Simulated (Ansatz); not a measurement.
Relaxed GeTe (alpha-GeTe type, space group R3m):

```
GeTe
1.0
    2.09351     1.20869     3.68680
   -2.09351     1.20869     3.68680
    0.00000    -2.41737     3.68680
Ge Te
1 1
Direct
  0.23184   0.23184   0.23184
  0.76816   0.76816   0.76816
```

Method: r2SCAN (plane waves to 500 eV, PAW, scalar-relativistic; Ansatz, an electronic-structure program). k mesh 8×8×8 (Γ-centred), Fermi-Dirac smearing 0.05 eV. As the smearing reaches across the gap at some points, energies and forces of such displacements shift with the k mesh and the smearing. GeTe was relaxed with its symmetry unable to fall. Spin-orbit coupling is left out, though Te is heavy.

One atom of the cell was then moved (with its periodic images), all else fixed, and the forces (eV/Å) came out as:

```
atom      Fx      Fy      Fz
----  ------  ------  ------
Ge1   -1.504  -0.480   1.059
Te2    1.504   0.480  -1.059
```

With two atoms only their relative shift counts; take Te2 as fixed.

Task: Which atom was moved, and by which vector (Å)?

Result: Ge1, by (0.47, 0.00, 0.00), 0.47 Å in all.

(A displaced cell: forces are minus the slopes of the energy, force constants its curvatures, and phonons follow from these.)
